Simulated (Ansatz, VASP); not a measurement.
# ZrB2: VASP beside Ansatz

```xyz
3
Lattice="3.1650 0.0000 0.0000 -1.5825 2.7410 0.0000 0.0000 0.0000 3.6256" Properties=species:S:1:pos:R:3 pbc="T T T"
Zr    0.0000    0.0000    0.0000
B     0.0000    1.8273    1.8128
B     1.5825    0.9137    1.8128
```

Change from the starting cell: zz strain of +3 %.

Alike in both runs: task single point; functional LDA; k mesh 12 × 12 × 9; occupations fermi-dirac, width 0.05 eV; no spin polarisation.

```csv
,VASP,Ansatz
version,VASP 6.6.1,Ansatz 0.2.0
potentials or method,"VASP PAW LDA potentials, release 64 (Zr_sv, B), cutoff 520 eV","all-electron LAPW, scalar-relativistic"
```

Ansatz gave:

* pressure (GPa): -13.3
* largest component of the traceless stress (GPa): 5.26

Task: Which values does VASP return?

Result: Pressure (GPa): -12.9; largest component of the traceless stress (GPa): 5.27.

Ansatz ran all-electron here, so the differences hold the error of VASP's frozen core and of both bases.
